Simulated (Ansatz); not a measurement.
Set up this calculation in Ansatz 0.2.0, as the native input.

```
Task                : relaxation of cell and atoms
Functional          : PBEsol
Dispersion          : D4
Potentials or basis : Ansatz PAW
Cutoff              : 420 eV (not typed: the program's choice for these potentials)
k mesh              : 7 × 7 × 4
Occupations         : fermi-dirac, width 0.05 eV
Spin                : no spin polarisation
```

Crystal: TaSi2.

```
CELL_PARAMETERS angstrom
4.78000 0.00000 0.00000
-2.39000 4.13960 0.00000
0.00000 0.00000 6.56400
ATOMIC_POSITIONS crystal
Ta 0.00000 0.50000 0.16667
Ta 0.50000 0.50000 0.83333
Ta 0.50000 0.00000 0.50000
Si 0.33330 0.16665 0.16667
Si 0.16665 0.83335 0.83333
Si 0.83335 0.66670 0.50000
Si 0.66670 0.83335 0.16667
Si 0.83335 0.16665 0.83333
Si 0.16665 0.33330 0.50000
```

One way to write it, as run:

input.yaml

```yaml
crystal:
  lattice:
    - [4.78, 0.0, 0.0]
    - [-2.39, 4.1396014301, 0.0]
    - [0.0, 0.0, 6.564]
  atoms:
    - { symbol: Ta, position: [0.0, 0.5, 0.1666666667] }
    - { symbol: Ta, position: [0.5, 0.5, 0.8333333333] }
    - { symbol: Ta, position: [0.5, 0.0, 0.5] }
    - { symbol: Si, position: [0.3333, 0.16665, 0.1666666667] }
    - { symbol: Si, position: [0.16665, 0.83335, 0.8333333333] }
    - { symbol: Si, position: [0.83335, 0.6667, 0.5] }
    - { symbol: Si, position: [0.6667, 0.83335, 0.1666666667] }
    - { symbol: Si, position: [0.83335, 0.16665, 0.8333333333] }
    - { symbol: Si, position: [0.16665, 0.3333, 0.5] }
hamiltonian:
  xc: pbesol
  pseudopotentials: { kind: paw }
  dispersion: d4
kpoints:
  mp_grid: { grid: [7, 7, 4] }
scf:
  occupations: { method: fermi_dirac, width: 0.05 }
output:
  forces: true
  stress: true
  eigenvalues: true
relax:
  f_tol: 0.01
  max_steps: 40
  cell: { stress_tol: 0.05 }
```

Potentials or basis: Ansatz PAW.

Launch:

```bash
$ ansatz run input.yaml --threads 4 --pin off --max-ram 11264MiB --backend cpu --events-out ev --progress --plain --runs-dir out
```

Results of the run:

```
Relaxed volume                         : 14.11 Å³/atom
Relaxed cell                           : a = 4.734 Å, b = 4.734 Å, c = 6.543 Å, α = 90.00°, β = 90.00°, γ = 120.00°
Space group after relaxing (to 0.05 Å) : P6_222 (No. 180)
Energy gained by relaxing              : 19.9 meV/atom
Ionic steps                            : 5
Pressure after relaxing                : 0.0 GPa
Largest force after relaxing           : 0.009 eV/Å
Band gap on the k mesh                 : none (metal or under the smearing width)
```

Caveat: the plane-wave basis is chosen anew once the cell has moved, so the energies of steps on either side of that aren't comparable; pairwise dispersion overbinds metals, which lowers pressure and volume; the PAW data sets come from PBE, with cores solved anew for the run's functional, which leaves a small shift of forces and pressure.

Wall time 15 s on 4 threads of Arm Neoverse V2, on a shared host, peak memory 0.47 GiB.
